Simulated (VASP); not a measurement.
TaN, 2 atoms in the cell. It takes space group P-6m2 (No. 187, hexagonal). Conventional cell: a = 2.938 Å, b = 2.938 Å, c = 2.883 Å, α = 90.00°, β = 90.00°, γ = 120.00°. Ta (site symmetry -6m2) is surrounded by 6 N at 2.23 Å. Around N (site symmetry -6m2) lie 6 Ta at 2.23 Å. 

| Property | Result |
| --- | --- |
| Program | VASP 6.6.1 |
| Task | single point |
| Functional | PBE |
| Potentials or basis | VASP PAW PBE potentials, release 64 (Ta_pv, N) |
| Cutoff | 520 eV |
| k mesh | 10 × 10 × 9 |
| Occupations | gaussian, width 0.02 eV |
| Spin | no spin polarisation |
| Further INCAR settings | ALGO = Fast; EDIFF = 1e-06 |

Potentials or basis: VASP PAW PBE potentials, release 64 (Ta_pv, N).

Run with:

```bash
$ cat potpaw_PBE.64/Ta_pv/POTCAR potpaw_PBE.64/N/POTCAR > POTCAR
$ mpirun -np 1 vasp_std > vasp.out
```

Hardware: 1 thread of Intel(R) Xeon(R) Platinum 8375C CPU @ 2.90GHz (Ice Lake), with other jobs on the host.

Task: How long does it take, and how much memory?

Result: Run time: 10 s on 1 thread of Intel(R) Xeon(R) Platinum 8375C CPU @ 2.90GHz (Ice Lake) (shared host), peak memory 0.15 GiB. Counts: scf iterations 14, k points 70.
